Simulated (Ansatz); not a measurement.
The structure is an experimental refinement, used without relaxation.

Na: DFT, PBE, PAW with Ansatz's default frozen-core files, scalar-relativistic (Ansatz 0.2.0).

Command: `ansatz run input.yaml --threads 1 --pin off --max-ram 3072MiB --backend cpu --events-out ev --progress --plain --runs-dir out` The run took 6.3 s on 1 thread of Arm Neoverse V1, on a shared host, peak memory 0.29 GiB.

```yaml
crystal:
  lattice:
    - [-2.1175, 2.1175, 2.1175]
    - [2.1175, -2.1175, 2.1175]
    - [2.1175, 2.1175, -2.1175]
  atoms:
    - { symbol: Na, position: [0.0, 0.0, 0.0] }
kpoints:
  mp_grid: { grid: [12, 12, 12] }
  band_path:
    path:
      - [0.0, 0.0, 0.0]
      - [0.5, -0.5, 0.5]
      - [0.0, 0.0, 0.5]
      - [0.0, 0.0, 0.0]
      - [0.25, 0.25, 0.25]
      - [0.5, -0.5, 0.5]
      - [0.25, 0.25, 0.25]
      - [0.0, 0.0, 0.5]
    npoints: 14
scf:
  occupations: { method: fermi_dirac, width: 0.05 }
hamiltonian:
  xc: pbe
  pseudopotentials: { kind: paw }
output:
  forces: true
  stress: true
  eigenvalues: true
  efg: { contact_densities: true }
  populations: true
  bader: true
  dos: { projected: true, de: 0.2, e_range: [-14, 8] }
  write_density: true
  write_potential: true
  elf: true
  volumetric_format: npy
```

Output:

```
Engine: ansatz 0.2.0
Pseudopotentials: kind: paw
Pseudopotential: Na, paw, valence charge 9, recommended cutoff 420 eV (normal)
Functional definition: PBE
  parameter kappa = 0.804
  parameter beta = 0.06672455060314922
  exchange = pbe_x(kappa = kappa, mu = beta*pi^2/3)
  correlation = pbe_c(beta = beta)
Crystal: 1 atoms, lattice volume = 37.978 Å³
Basis set: ecut = 420 eV, 767 PW (Γ), exchange–correlation on 50×50×50 points (8 copies of the dense FFT grid, shifted against one another)
Bands: 9, of which v1, the nominal top of the filled ones, is band 5 counted from 1 (4 counted from 0)
Symmetry: 48 space group operations
Space group: Im-3m (ITA 229), of the structure as read, at distance tolerance 3.4e-5 Å
k-points: 72 of 1728
Non-local potential: Na, projectors of the file, l = 0: 3, l = 1: 2, l = 2: 1
PAW form: soft (Blöchl's): semilocal exchange-correlation on the pseudo side does not see the compensation charge
PAW one-centre angular grid: Na, 110 points (default); XC on 64 Gauss nodes
Initial density: superposition of atomic densities (neutral atoms: chi_scale 0, normalization atom), corrected by the library's trained network
Initial wavefunctions: pseudopotential atomic-orbital guess
Functional: x = pbe(κ = 0.804, μ = 0.2195149727645171), c = pbe(β = 0.06672455060314922)
SCF iter   1: F=—  HF=-1486.415782 eV  |F-HF|=—  |Δ(HF+E_count)|=         —  Δρ=4.78e-4  dr2=4.25e-5  ethr=1.77e-3  ⟨swp⟩=5.1  Hψ=4218  notcnv=0
preconditioner: auto → Kerker (q_TF=auto, 2.146 Å⁻¹)  [metal: Δε(μ)=0.110 eV  Ē_g=7.730 eV  σ=0.050 eV  W_gap=0.49  n_scr=12 (ndim 8)  ℏωp=6.0 eV  f_vac=0.000  D(μ)=0.70/eV (n_scr^D=0)]
SCF iter   2: F=—  HF=-1486.415656 eV  |F-HF|=—  |Δ(HF+E_count)|=   1.26e-4  Δρ=1.49e-4  dr2=5.97e-6  ethr=4.73e-7  ⟨swp⟩=2.1  Hψ=1591  notcnv=0
SCF iter   3: F=—  HF=-1486.415675 eV  |F-HF|=—  |Δ(HF+E_count)|=   1.87e-5  Δρ=8.14e-5  dr2=2.49e-6  ethr=6.63e-8  ⟨swp⟩=2.4  Hψ=883  notcnv=0
SCF iter   4: F=—  HF=-1486.415681 eV  |F-HF|=—  |Δ(HF+E_count)|=   6.14e-6  Δρ=2.87e-5  dr2=2.94e-7  ethr=2.77e-8  ⟨swp⟩=2.5  Hψ=959  notcnv=0
iter 5 did not close the SCF: its close was put off for the readings that it lacked (scf_convergence_deferred on its scf_iter line)
SCF iter   5: F=-1486.415681 eV  HF=-1486.415681 eV  |F-HF|=2.20e-8  |Δ(HF+E_count)|=   5.35e-8  Δρ=9.69e-6  dr2=1.85e-8  ethr=3.26e-9  ⟨swp⟩=2.0  Hψ=888  notcnv=0
SCF iter   6: F=-1486.415681 eV  HF=-1486.415681 eV  |F-HF|=8.45e-10  |Δ(HF+E_count)|=   1.01e-8  Δρ=2.22e-6  dr2=1.01e-9  ethr=2.06e-10  ⟨swp⟩=4.7  Hψ=3010  notcnv=0
SCF 1 converged in 6 iterations: F = -1486.415681 eV  dr2 = 1.01e-9
  greatest PAW one-centre occupation: 0.999 electrons in one spin orbital (limit 2), on the Na atom at site 0 (counted from 0), in its partial waves of l = 0
NSCF: frozen V_eff on 99 k-points
SCF converged after 6 iterations
Free energy (F): -1486.415681 eV
Harris-Foulkes:  -1486.415681 eV  (|F-HF|=8.45e-10)
Internal energy: -1486.410277 eV  (E = F + TS)
E sigma→0 (E₀):  -1486.412979 eV
Entropy (-TS):   -0.005404 eV (-5.404 meV/atom)
Fermi energy:    1.602309 eV
--- Per-component energies (eV) ---
  E_band       = -242.154500
  E_kinetic    = 120.110338
  E_local      = -1449.770017  (includes V_loc(G=0)·N_el)
  E_nonlocal   = 115.089895
  E_hartree    = 530.783514
  E_xc         = -38.314553
  E_vxc        = -49.227693  (∫ρ·V_xc dr)
  E_paw        = -263.164515  (= ΣΔE_a)
  E_vpaw       = -39.925306  (= ΣTr[D̂ρ^β])
  E_aug_tail   = -0.000029  (compensation charges beyond the density's cutoff)
  E_ewald      = -501.144910
  E_smearing   = -0.005404  (= −TS)
  E_closure    = 0.000000  (closes the sum)
  Σ components = -1486.415681   (vs F -1486.415681, Δ=0.00e0)
--- Forces (eV/Å), atoms counted from 1 ---
  atom   1  Na     0.00000000    -0.00000000     0.00000000
  max |Σ_I F_I| component: 3.08e-32 eV/Å
--- Stress (GPa, compression-positive) ---
       -0.192950       0.000000      -0.000000
        0.000000      -0.192950      -0.000000
        0.000000       0.000000      -0.192950
  P = ⅓ Tr σ = -0.1930 GPa (-1.930 kbar)
--- PAW observables at the nuclei: V_zz in 10²¹ V/m², potentials from the cell's mean, atoms counted from 1 ---
  atom   1  Na V_zz =    +0.000000   η = 0.0000   by run symmetry: forbidden
            electrostatic potential = -971.395883 V   contact ρ = 5906.751347 e/Å³
--- Band table (eV; the first three rows and the last of 72) ---
  k-point 0: bands = ["-51.3774", "-23.2824", "-23.2824", "-23.2824", "-1.5866", "13.2124", "13.2124", "13.2124", "14.1996"]
  k-point 1: bands = ["-51.3773", "-23.2846", "-23.2832", "-23.2824", "-1.4665", "11.7276", "12.5035", "12.7520", "13.3277"]
  k-point 2: bands = ["-51.3770", "-23.2906", "-23.2852", "-23.2824", "-1.1078", "9.5818", "11.5497", "12.0360", "12.4070"]
  k-point 71: bands = ["-51.3743", "-23.3062", "-23.3062", "-23.3062", "6.1194", "6.1194", "6.4499", "6.4499", "6.4499"]
--- Löwdin populations: 1 site ---
  site symbol       q [e]
     0     Na      8.9641
  spilling = 0.003984 (of n_electrons = 9.000000)
--- Bader charges: 1 site ---
  site symbol  charge [e]  shift [e]
     0     Na      0.0000     0.0000
  estimated error of the sums over rays = 1.6e-7 e
```

populations.tsv:

```
# site	symbol	l	j	q
# orbitals = lowdin
# n_electrons = 9.000000
# spilling = 0.003984
0	Na	0_2S	-	1.994738
0	Na	0_3S	-	0.970124
0	Na	1_2P	-	5.999282
```

bader_charges.tsv:

```
# site	symbol	x_ang	y_ang	z_ang	partial_charge_e	electrons	volume_ang3	relative_density_drop	shared_charge_e	partial_wave_shift_e
# quadrature_error_electrons = 1.6e-7
0	Na	0.0000	0.0000	0.0000	0.00000	11.00000	37.98	-	0.00000	0.00000
```
